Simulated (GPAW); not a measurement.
Crystal: BeTe.

```
CELL_PARAMETERS angstrom
0.00000 2.77000 2.77000
2.77000 0.00000 2.77000
2.77000 2.77000 0.00000
ATOMIC_POSITIONS crystal
Te 0.75000 0.75000 0.75000
Be 0.00000 0.00000 0.00000
```

| Quantity | Value |
| --- | --- |
| Program | GPAW 26.7.0 |
| Task | relaxation of cell and atoms |
| Functional | RPBE |
| Potentials or basis | the program's PAW data sets (release 1.2.1) made for this functional |
| Cutoff | 800 eV |
| Basis | pw |
| k mesh | 8 × 8 × 8 |
| Occupations | fermi-dirac, width 0.05 eV |
| Spin | no spin polarisation |

At the start: pressure 6.2 GPa; volume 21.25 Å³/atom.

Where does the relaxation end?

Over 4 steps the energy falls by 38.4 meV/atom and the volume is 23.39 Å³/atom (+10.1 %); space group F-43m (No. 216, to 0.05 Å).

The path:
| step | energy change (eV) | largest force (eV/Å) | pressure (GPa) | volume (Å³) |
| --- | --- | --- | --- | --- |
| 1 | 0.0000 | 0.0000 | 6.19 | 42.51 |
| 2 | -0.0261 | 0.0000 | 4.89 | 43.26 |
| 3 | -0.0764 | 0.0000 | 0.37 | 46.49 |
| 4 | -0.0768 | 0.0000 | 0.03 | 46.79 |

Final structure:
```yaml
crystal:
  lattice:
    - [0.00000, 2.85998, 2.85998]
    - [2.85998, 0.00000, 2.85998]
    - [2.85998, 2.85998, 0.00000]
  atoms:
    - { symbol: Te, position: [0.75000, 0.75000, 0.75000] }
    - { symbol: Be, position: [0.00000, 0.00000, 0.00000] }
```

Caveat: later steps reuse the first step's grids; the volume moved by +10 % from the deposited cell, more than functionals usually miss.
